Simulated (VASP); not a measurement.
# ZnO (P6_3/mmc) in VASP: notebook, part 2 of 3

VASP 6.6.1.

## 3. Dielectric tensor, LDA

INCAR

```
SYSTEM = ZnO
ALGO = Normal ; EDIFF = 1E-8
ENCUT = 400 ; GGA = CA
ISIF = 2 ; ISMEAR = 0
LASPH = .True. ; LCHARG = .False.
LEPSILON = .True. ; LREAL = .False.
LWAVE = .False. ; NELM = 100
PREC = Accurate ; SIGMA = 0.01
```

KPOINTS

```
k-points
0
Gamma
  13 13 6
  0 0 0
```

POSCAR

```
ZnO
1.0
    3.2879671587      0.0000000000      0.0000000000
   -1.6439835793      2.8474630862      0.0000000000
    0.0000000000      0.0000000000      7.1304413500
Zn O
2 2
Direct
    0.0000000000      0.0000000000      0.2500000000
    0.0000000000      0.0000000000      0.7500000000
    0.6666666667      0.3333333333      0.7500000000
    0.3333333333      0.6666666667      0.2500000000
```

Potentials or basis: VASP PAW LDA potentials, release 64 (Zn, O).

Started as:

```console
$ cat potpaw_LDA.64/Zn/POTCAR potpaw_LDA.64/O/POTCAR > POTCAR
$ mpirun -np 1 vasp_std > vasp.out
```

OUTCAR:

```text
SYSTEM = ZnO
   EDIFF = 1E-8
   ENCUT = 400
   GGA = CA
   ISIF = 2
   ISMEAR = 0
   LASPH = .True.
   LEPSILON = .True.
   LREAL = .False.
   NELM = 100
   PREC = Accurate

 Found     84 irreducible k-points:

 Following reciprocal coordinates:
            Coordinates               Weight
  0.000000  0.000000  0.000000      1.000000
  0.076923  0.000000  0.000000      6.000000
  0.153846 -0.000000  0.000000      6.000000
  0.230769  0.000000  0.000000      6.000000
  0.307692 -0.000000  0.000000      6.000000
  0.384615  0.000000  0.000000      6.000000
   k-points           NKPTS =     84   k-points in BZ     NKDIM =     84   number of bands    NBANDS=     22
   number of dos      NEDOS =    301   number of ions     NIONS =      4
   total plane-waves  NPLWV =  27648
   dimension x,y,z NGX =    24 NGY =   24 NGZ =   48
   dimension x,y,z NGXF=    48 NGYF=   48 NGZF=   96
   ions per type =               2   2
   NGX,Y,Z   is equivalent  to a cutoff of  12.13, 12.13, 11.19 a.u.
   NGXF,Y,Z  is equivalent  to a cutoff of  24.27, 24.27, 22.38 a.u.
 SYSTEM =  ZnO
   PREC   = accura    normal or accurate (medium, high low for compatibility)
   ISTART =      0    job   : 0-new  1-cont  2-samecut
   ICHARG =      2    charge: 1-file 2-atom 10-const
   ISPIN  =      1    spin polarized calculation?
   LNONCOLLINEAR =      F non collinear calculations
   LSORBIT =      F    spin-orbit coupling
   LASPH  =      T    aspherical Exc in radial PAW
   ENCUT  =  400.0 eV  29.40 Ry    5.42 a.u.   5.36  5.36 11.63*2*pi/ulx,y,z
   NELM   =    100;   NELMIN=  2; NELMDL= -5     # of ELM steps
   EDIFF  = 0.1E-07   stopping-criterion for ELM
   LREAL  =      F    real-space projection
   EDIFFG = 0.1E-06   stopping-criterion for IOM
   NSW    =      0    number of steps for IOM
   IBRION =     -1    ionic relax: 0-MD 1-quasi-New 2-CG
   NFREE  =      0    steps in history (QN), initial steepest desc. (CG)
   ISIF   =      2    stress and relaxation
   ISYM   =      2    0-nonsym 1-usesym 2-fastsym
   POTIM  = 0.5000    time-step for ionic-motion
   TEBEG  =    0.0;   TEEND  =   0.0 temperature during run
   PSTRESS=    0.0 pullay stress
   NELECT =      36.0000    total number of electrons
   NUPDOWN=      -1.0000    fix difference up-down
   EMIN   =  10.00;   EMAX   =-10.00  energy-range for DOS
   EFERMI =   0.00;   METHOD = LEGACY
   ISMEAR =     0;   SIGMA  =   0.01  broadening in eV -4-tet -1-fermi 0-gaus
   EFERMI_NEDOS =   21; number of points for ismear=-14 and -15
   IALGO  =     38    algorithm
   IMIX   =      4    mixing-type and parameters
     AMIX     =   0.40;   BMIX     =  1.00
     AMIX_MAG =   1.60;   BMIX_MAG =  1.00
  volume/ion in A,a.u.               =      16.69       112.63
  Fermi-wavevector in a.u.,A,eV,Ry     =   1.332524  2.518105 24.158775  1.775620
  Thomas-Fermi vector in A             =   2.461452
   LORBIT       =      0    0 simple, 1 ext, 2 COOP (PROOUT), +10 PAW based schemes
   GGA     = CA    functional components
   LHFCALC =     F    Hartree Fock is set to
   AEXX    =    0.0000 exact exchange contribution
   IVDW    =     0    specifies the selected vdW correction
   LEPSILON=     T    determine dielectric tensor
   LRPA    =     F    only Hartree local field effects (RPA)
 non-spin polarized calculation
[... 174 lines left out ...]
  Total       -5.5588824     -5.5588824     -2.1970699     -0.0000000      0.0000000      0.0000000
  in kB     -133.4123643   -133.4123643    -52.7293576     -0.0000000      0.0000000      0.0000000
  external PRESSURE =    -106.5180287 kB  Pullay stress =       0.0000000 kB

 VOLUME and BASIS-vectors are now :
 -----------------------------------------------------------------------------
  energy-cutoff  :      400.00
  volume of cell :       66.76
      direct lattice vectors                 reciprocal lattice vectors
     3.287967159  0.000000000  0.000000000     0.304139291  0.175594901  0.000000000
    -1.643983579  2.847463086  0.000000000     0.000000000  0.351189803  0.000000000
     0.000000000  0.000000000  7.130441350     0.000000000  0.000000000  0.140243773

 POSITION                                       TOTAL-FORCE (eV/Angst)
 -----------------------------------------------------------------------------------
      0.00000      0.00000      1.78261         0.000000      0.000000      0.000000
      0.00000      0.00000      5.34783         0.000000      0.000000     -0.000000
      1.64398      0.94915      5.34783         0.000000     -0.000000     -0.000000
     -0.00000      1.89831      1.78261        -0.000000      0.000000      0.000000
 -----------------------------------------------------------------------------------
    total drift:                               -0.000000      0.000000      0.000000

  FREE ENERGIE OF THE ION-ELECTRON SYSTEM (eV)
  ---------------------------------------------------
  free  energy   TOTEN  =       -19.7957813465 eV

  energy  without entropy=      -19.7957813465  energy(sigma->0) =      -19.79578135

 HEAD OF MICROSCOPIC STATIC DIELECTRIC TENSOR (INDEPENDENT PARTICLE, excluding Hartree and local field effects)
 ------------------------------------------------------
           5.680977     0.000000     0.000000
           0.000000     5.680977     0.000000
           0.000000    -0.000000     3.249273
 ------------------------------------------------------

 Free energy of the ion-electron system (eV)
  ---------------------------------------------------
  ---------------------------------------------------
  free energy    TOTEN  =        -0.86599738 eV

  energy without entropy =       -0.86599738

------------------------ aborting loop because EDIFF is reached ----------------------------------------

--------------------------------------- Ionic step        2  -------------------------------------------

------------------------ aborting loop because EDIFF is reached ----------------------------------------

--------------------------------------- Ionic step        3  -------------------------------------------

 Free energy of the ion-electron system (eV)
  ---------------------------------------------------
  ---------------------------------------------------
  free energy    TOTEN  =        -0.38124884 eV

  energy without entropy =       -0.38124884

------------------------ aborting loop because EDIFF is reached ----------------------------------------

 PIEZOELECTRIC TENSOR FIELD DIRECTION 3  (e Angst)
 -----------------------------------------------------------------------------
     0.00089 -0.00000  0.00000           (  0.00002  0.00000  0.00000)
    -0.00000  0.00089 -0.00000           (  0.00000  0.00002  0.00000)
     0.00000 -0.00000 -0.00114           (  0.00000  0.00000 -0.00000)

 PIEZOELECTRIC TENSOR FIELD DIRECTION 3  (C/m^2)
 -----------------------------------------------------------------------------
     0.00021 -0.00000  0.00000
    -0.00000  0.00021 -0.00000
     0.00000 -0.00000 -0.00027

 MACROSCOPIC STATIC DIELECTRIC TENSOR (including local field effects in DFT)
 ------------------------------------------------------
           5.551304     0.000000     0.000000
           0.000000     5.551304     0.000000
           0.000000     0.000000     2.906624
 ------------------------------------------------------

 PIEZOELECTRIC TENSOR (including local field effects)  for field in x, y, z        (e  Angst)
          XX          YY          ZZ          XY          YZ          ZX
  --------------------------------------------------------------------------------
  x     0.00000     0.00000     0.00000     0.00000     0.00000     0.00000
  y     0.00000     0.00000     0.00000     0.00000     0.00000     0.00000
  z     0.00000     0.00000     0.00000     0.00000     0.00000     0.00000

 PIEZOELECTRIC TENSOR (including local field effects)  for field in x, y, z        (C/m^2)
          XX          YY          ZZ          XY          YZ          ZX
  --------------------------------------------------------------------------------
  x     0.00000     0.00000     0.00000     0.00000     0.00000     0.00000
  y     0.00000     0.00000     0.00000     0.00000     0.00000     0.00000
  z     0.00000     0.00000     0.00000     0.00000     0.00000     0.00000

 BORN EFFECTIVE CHARGES (including local field effects) (in |e|, cummulative output)
 ---------------------------------------------------------------------------------
 ion    1
    1     2.52281     0.00000     0.00000
    2     0.00000     2.52281     0.00000
    3     0.00000     0.00000     0.86892
 ion    2
    1     2.52281     0.00000     0.00000
    2     0.00000     2.52281     0.00000
    3     0.00000     0.00000     0.86892
 ion    3
    1    -2.52281    -0.00000     0.00000
    2    -0.00000    -2.52281     0.00000
    3     0.00000     0.00000    -0.86892
 ion    4
    1    -2.52281    -0.00000     0.00000
    2    -0.00000    -2.52281     0.00000
    3     0.00000     0.00000    -0.86892
```

OSZICAR:

```text
N       E                     dE             d eps       ncg     rms          rms(c)
[... 13 lines left out ...]
RMM:   6    -0.381460076271E+00    0.27843E-03   -0.11958E-04  5899   0.712E-02    0.608E-03
RMM:   7    -0.381264345464E+00    0.19573E-03   -0.11817E-05  5971   0.192E-02    0.230E-03
RMM:   8    -0.381216789371E+00    0.47556E-04   -0.80153E-07  6140   0.532E-03    0.720E-04
RMM:   9    -0.381235628893E+00   -0.18840E-04   -0.17579E-07  5930   0.178E-03    0.292E-04
RMM:  10    -0.381251660769E+00   -0.16032E-04   -0.30007E-08  5701   0.117E-03    0.621E-05
RMM:  11    -0.381251170558E+00    0.49021E-06   -0.16984E-08  5019   0.330E-04    0.541E-05
RMM:  12    -0.381249912668E+00    0.12579E-05   -0.79133E-10  4060   0.140E-04    0.215E-05
RMM:  13    -0.381248842163E+00    0.10705E-05   -0.46173E-09  4144   0.109E-04    0.520E-06
```

It took 6.3 min on 1 thread of Intel Xeon 6975P-C (Granite Rapids), shared host; peak memory 0.51 GiB.

The run converged, but some of its settings lie outside the range that counts as converged, so its numbers aren't taken as properties of the crystal.

What came out:

```yaml
Band_gap_on_the_k_mesh: 0.76 eV, direct
Electronic_dielectric_tensor_diagonal: 5.55, 5.55, 2.91
Born_charges_mean_of_the_diagonal: Zn +1.97; O -1.97 e
```

Caveat: the cutoff is under 1.25 times the usual one of these potentials, so pressure, stress and relaxed cells hold a basis-set (Pulay) error; an odd mesh through Γ misses points on the zone boundary, where band edges often lie.

## 4. Dielectric tensor, LDA

INCAR, as its differences from that of step 3:

```diff
@@ -2,3 +2,3 @@
 ALGO = Normal ; EDIFF = 1E-8
-ENCUT = 400 ; GGA = CA
+ENCUT = 280 ; GGA = CA
 ISIF = 2 ; ISMEAR = 0
```

KPOINTS

```
k-points
0
Gamma
  6 6 3
  0 0 0
```

POSCAR is that of step 3.

Potentials or basis: VASP PAW LDA potentials, release 64 (Zn, O).

Started as:

```console
$ cat potpaw_LDA.64/Zn/POTCAR potpaw_LDA.64/O/POTCAR > POTCAR
$ mpirun -np 1 vasp_std > vasp.out
```

OUTCAR:

```text
SYSTEM = ZnO
   EDIFF = 1E-8
   ENCUT = 280
   GGA = CA
   ISIF = 2
   ISMEAR = 0
   LASPH = .True.
   LEPSILON = .True.
   LREAL = .False.
   NELM = 100
   PREC = Accurate

 Found     14 irreducible k-points:

 Following reciprocal coordinates:
            Coordinates               Weight
  0.000000  0.000000  0.000000      1.000000
  0.166667 -0.000000  0.000000      6.000000
  0.333333  0.000000  0.000000      6.000000
  0.500000  0.000000  0.000000      3.000000
  0.166667  0.166667  0.000000      6.000000
  0.333333  0.166667  0.000000     12.000000
   k-points           NKPTS =     14   k-points in BZ     NKDIM =     14   number of bands    NBANDS=     22
   number of dos      NEDOS =    301   number of ions     NIONS =      4
[... 297 lines left out ...]
           8.503921     0.000000     0.000000
           0.000000     8.503921     0.000000
           0.000000     0.000000     2.828783
 ------------------------------------------------------

 PIEZOELECTRIC TENSOR (including local field effects)  for field in x, y, z        (e  Angst)
          XX          YY          ZZ          XY          YZ          ZX
  --------------------------------------------------------------------------------
  x     0.00000     0.00000     0.00000     0.00000     0.00000     0.00000
  y     0.00000     0.00000     0.00000     0.00000     0.00000     0.00000
  z     0.00000     0.00000     0.00000     0.00000     0.00000     0.00000

 PIEZOELECTRIC TENSOR (including local field effects)  for field in x, y, z        (C/m^2)
          XX          YY          ZZ          XY          YZ          ZX
  --------------------------------------------------------------------------------
  x     0.00000     0.00000     0.00000     0.00000     0.00000     0.00000
  y     0.00000     0.00000     0.00000     0.00000     0.00000     0.00000
  z     0.00000     0.00000     0.00000     0.00000     0.00000     0.00000

 BORN EFFECTIVE CHARGES (including local field effects) (in |e|, cummulative output)
 ---------------------------------------------------------------------------------
 ion    1
    1     2.69842     0.00000     0.00000
    2     0.00000     2.69842     0.00000
    3    -0.00000     0.00000     0.82783
 ion    2
    1     2.69842     0.00000     0.00000
    2     0.00000     2.69842     0.00000
    3     0.00000     0.00000     0.82783
 ion    3
    1    -2.69842    -0.00000     0.00000
    2    -0.00000    -2.69842     0.00000
    3     0.00000     0.00000    -0.82783
 ion    4
    1    -2.69842    -0.00000     0.00000
    2    -0.00000    -2.69842     0.00000
    3     0.00000     0.00000    -0.82783
```

stdout:

```text
POSCAR found type information on POSCAR ZnO
 POSCAR found :  2 types and       4 ions
 scaLAPACK will be used
 LDA part: xc-table for (Slater(with rela. corr.)+CA(PZ))
 , standard interpolation
 POSCAR, INCAR and KPOINTS ok, starting setup
 FFT: planning ... GRIDC
 FFT: planning ... GRID_SOFT
 FFT: planning ... GRID
 WAVECAR not read
 entering main loop
 Linear response reoptimize wavefunctions to high precision
 Linear response G [H, r] |phi>, progress :
  Direction:   1
 Linear response G [H, r] |phi>, progress :
  Direction:   2
 Linear response G [H, r] |phi>, progress :
  Direction:   3
 Linear response to external field (no local field effect), progress :
  Direction:   1
 dielectric tensor                  component  1 :     8.189    -0.834    -0.035
 Linear response to external field (no local field effect), progress :
  Direction:   2
 dielectric tensor                  component  2 :    -0.834     9.151    -0.015
 Linear response to external field (no local field effect), progress :
  Direction:   3
 dielectric tensor                  component  3 :    -0.035    -0.015     3.166
 Linear response to external field, progress :
  Direction:   1
 dielectric tensor                  component  1 :     8.504    -0.566    -0.024
 Linear response to external field, progress :
  Direction:   2
 dielectric tensor                  component  2 :    -0.566     8.504    -0.024
 Linear response to external field, progress :
  Direction:   3
 dielectric tensor                  component  3 :    -0.035    -0.015     2.829
 Born effective charges drift removed
```

Wall time 42 s (1 thread of Intel Xeon 6975P-C (Granite Rapids), shared host); peak memory 0.15 GiB.

The run converged, but a check on its numbers failed (symmetry, net force, bounds or a known fault of this set-up), so they aren't taken as properties of the crystal.

Caveat: the cutoff lies under the usual one of these potentials, so the numbers hold a large basis-set error.

(Part 2 of 3 ends here.)
